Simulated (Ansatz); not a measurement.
The cell is COD entry 9017523, as deposited and not checked against the literature; nothing was relaxed.

An input for In and the output that it gave: DFT, PBE, all-electron LAPW, scalar-relativistic (Ansatz 0.2.0).

```yaml
crystal:
  lattice:
    - [-1.62615, 1.62615, 2.47395]
    - [1.62615, -1.62615, 2.47395]
    - [1.62615, 1.62615, -2.47395]
  atoms:
    - { symbol: In, position: [0.0, 0.0, 0.0] }
kpoints:
  mp_grid: { grid: [12, 12, 14] }
  band_path:
    path:
      - [0.0, 0.0, 0.0]
      - [0.0, 0.0, 0.5]
      - [0.25, 0.25, 0.25]
      - [0.0, 0.5, 0.0]
      - [0.0, 0.0, 0.0]
      - [0.5, 0.5, -0.5]
      - [0.3580138334, 0.6419861666, -0.3580138334]
      - [-0.3580138334, 0.3580138334, 0.3580138334]
      - [0.0, 0.0, 0.0]
    npoints: 8
scf:
  occupations: { method: fermi_dirac, width: 0.05 }
hamiltonian:
  xc: pbe
  pseudopotentials: { kind: all_electron, lapw: { basis_error: 0.001 } }
output:
  forces: true
  stress: true
  eigenvalues: true
  fatbands: true
  populations: true
  dos: { projected: true, de: 0.2, e_range: [-14, 8] }
```

Output:

```
Warning: crystal.symmetry: narrowed to the stabiliser of the k-point mesh — unitary ops 16 → 4; excluded 12 operations that carry a point of the 12×12×14 mesh (shift [0, 0, 0]) off the mesh (the run samples exactly the mesh kpoints.mp_grid names, as under crystal.symmetry.detect: false, and its converged state has the mesh's symmetry, not the crystal's; ε∞, the Born charges and the force constants of a linear response (`dielectric:` by the response, `phonons.method: dfpt`) are averaged over those of the crystal's operations that the state keeps within a tolerance, where `mesh_tensors`, `unaveraged_element` or `gamma_mean_max_change_ev_ang2` stands beside them; a row that `dielectric.field_direction` solves alone is averaged likewise, with nothing beside; a Γ-centred mesh of equal divisions is mapped onto itself by every operation and keeps the whole group, as does a half-shifted one under kpoints.further_shifts: images)
In: projections on atomic orbitals take those of the free atom 1s2 2s2 2p6 3s2 3p6 3d10 4s2 4p6 4d10 5s2 5p1, of charge +0.00 (hamiltonian.pseudopotentials.projection_atoms)
LAPW: plane waves up to 6.849 Å⁻¹, error target 1.0e-3 eV per atom; small_component_spin mean_spin; In in spheres of 1.626 Å, 21 of its electrons in bands, Dirac shells []
Engine: ansatz 0.2.0
Pseudopotentials: kind: all_electron
Pseudopotential: In, LAPW, valence charge 21, Koelling and Harmon's equation, gaussian nucleus
Functional definition: PBE
  parameter kappa = 0.804
  parameter beta = 0.06672455060314922
  exchange = pbe_x(kappa = kappa, mu = beta*pi^2/3)
  correlation = pbe_c(beta = beta)
Crystal: 1 atoms, lattice volume = 26.168 Å³
Basis set: ecut = 178.7322103968477 eV, 145 PW (Γ), exchange–correlation at level 2
Bands: 15, of which v1, the nominal top of the filled ones, is band 11 counted from 1 (10 counted from 0)
Symmetry: 4 space group operations
k-points: 554 of 2016
Non-local potential: In, projectors of the file, none
Initial density: superposition of atomic densities (chi_scale 0.1, normalization cell)
Initial wavefunctions: plane waves of lowest kinetic energy (no species holds an atomic orbital)
Functional: x = pbe(κ = 0.804, μ = 0.2195149727645171), c = pbe(β = 0.06672455060314922)
iter 1 solved again at ethr=3.39e-5 eV; its pass at ethr=1.00e-1 eV (dr2=7.11e-3 eV) is discarded
SCF iter   1: F=—  HF=-160045.992879 eV  |F-HF|=—  |Δ(HF+E_count)|=         —  Δρ=6.19e-3  dr2=7.17e-3  ethr=3.39e-5  ⟨swp⟩=3.5  Hψ=60108  notcnv=0
preconditioner: auto → Kerker (q_TF=auto, 2.630 Å⁻¹)  [metal: Δε(μ)=0.010 eV  Ē_g=19.382 eV  σ=0.050 eV  W_gap=0.05  n_scr=10 (ndim 8)  ℏωp=26.2 eV  f_vac=0.000  D(μ)=0.51/eV (n_scr^D=0)]
SCF iter   2: F=—  HF=-160045.966813 eV  |F-HF|=—  |Δ(HF+E_count)|=   2.61e-2  Δρ=3.50e-3  dr2=2.77e-3  ethr=3.39e-5  ⟨swp⟩=2.0  Hψ=24224  notcnv=0
SCF iter   3: F=—  HF=-160045.965182 eV  |F-HF|=—  |Δ(HF+E_count)|=   1.63e-3  Δρ=2.35e-3  dr2=1.42e-3  ethr=1.32e-5  ⟨swp⟩=2.0  Hψ=23608  notcnv=0
SCF iter   4: F=—  HF=-160045.965084 eV  |F-HF|=—  |Δ(HF+E_count)|=   9.80e-5  Δρ=9.98e-4  dr2=3.18e-4  ethr=6.78e-6  ⟨swp⟩=2.0  Hψ=23617  notcnv=0
iter 5 solved again at ethr=8.47e-8 eV; its pass at ethr=1.51e-6 eV (dr2=1.78e-5 eV) is discarded
SCF iter   5: F=—  HF=-160045.965205 eV  |F-HF|=—  |Δ(HF+E_count)|=   1.20e-4  Δρ=2.25e-4  dr2=1.78e-5  ethr=8.47e-8  ⟨swp⟩=2.0  Hψ=40008  notcnv=0
SCF iter   6: F=—  HF=-160045.965208 eV  |F-HF|=—  |Δ(HF+E_count)|=   3.24e-6  Δρ=5.31e-5  dr2=6.81e-7  ethr=8.46e-8  ⟨swp⟩=2.0  Hψ=23605  notcnv=0
SCF iter   7: F=-160045.965208 eV  HF=-160045.965208 eV  |F-HF|=9.26e-9  |Δ(HF+E_count)|=   1.15e-7  Δρ=1.38e-5  dr2=6.48e-8  ethr=3.24e-9  ⟨swp⟩=2.0  Hψ=23615  notcnv=0
SCF 1 converged in 7 iterations: F = -160045.965208 eV  dr2 = 6.48e-8
NSCF: frozen V_eff on 65 k-points
SCF converged after 7 iterations
Free energy (F): -160045.965208 eV
Harris-Foulkes:  -160045.965208 eV  (|F-HF|=9.26e-9)
Internal energy: -160045.961110 eV  (E = F + TS)
E sigma→0 (E₀):  -160045.963159 eV
Entropy (-TS):   -0.004098 eV (-4.098 meV/atom)
Fermi energy:    13.528543 eV
--- Per-component energies (eV) ---
  E_band       = -546.965339
  E_kinetic    = 167987.985030
  E_xc         = -4352.989982
  E_electrostatic = -323680.956158  (all electrons and nuclei)
  E_smearing   = -0.004098  (= −TS)
  E_closure    = 0.000000  (closes the sum)
  E_atoms      = -160043.426162  (free atoms, spherical and without spin; not in F)
  Σ components = -160045.965208   (vs F -160045.965208, Δ=0.00e0)
  Basis errors (estimates in eV, not in F): energy 2.1e-4 per atom: plane waves 2.1e-4 (1.1e-4 summed), levels above the bands 1.5e-116, relativity 4.8e-8, radial functions 2.3e-6, core shells 1.1e-9; eigenvalues (radial functions only) 1.4e-5; not estimated: angular momenta, meshes, grids; target (lapw.basis_error) 1.0e-3; muffin-tin radii In 1.626 Å
--- Forces (eV/Å), atoms counted from 1 ---
  atom   1  In     0.00000000     0.00000000    -0.00000000
  max |Σ_I F_I| component: 1.97e-31 eV/Å
--- Stress (GPa, compression-positive) ---
        1.949559      -0.225235       0.183829
       -0.225235       1.949559       0.183829
        0.183829       0.183829       2.239856
  P = ⅓ Tr σ = 2.0463 GPa (20.463 kbar)
--- Band table (eV; the first three rows and the last of 554) ---
  k-point 0: bands = ["-101.9178", "-60.3991", "-60.3922", "-60.3913", "-1.1687", "-1.0631", "-1.0622", "-0.9811", "-0.8791", "3.9963", "24.0775", "24.0781", "24.2514", "25.1008", "27.4767"]
  k-point 1: bands = ["-101.9178", "-60.3993", "-60.3926", "-60.3915", "-1.1468", "-1.0741", "-1.0499", "-0.9756", "-0.8881", "4.1524", "23.1298", "23.3150", "23.5128", "24.4264", "28.5595"]
  k-point 2: bands = ["-101.9177", "-60.3996", "-60.3937", "-60.3922", "-1.1073", "-1.0845", "-1.0124", "-0.9727", "-0.9038", "4.6239", "21.5466", "21.7703", "22.3536", "23.3816", "26.6453"]
  k-point 553: bands = ["-101.9174", "-60.4055", "-60.3945", "-60.3936", "-1.3434", "-1.2209", "-0.7763", "-0.7441", "-0.7433", "10.6165", "10.8709", "18.2673", "18.2679", "21.7168", "21.7286"]
--- Löwdin populations: 1 site ---
  site symbol       q [e]
     0     In     48.9852
  spilling = 0.000302 (of n_electrons = 49.000000)
```
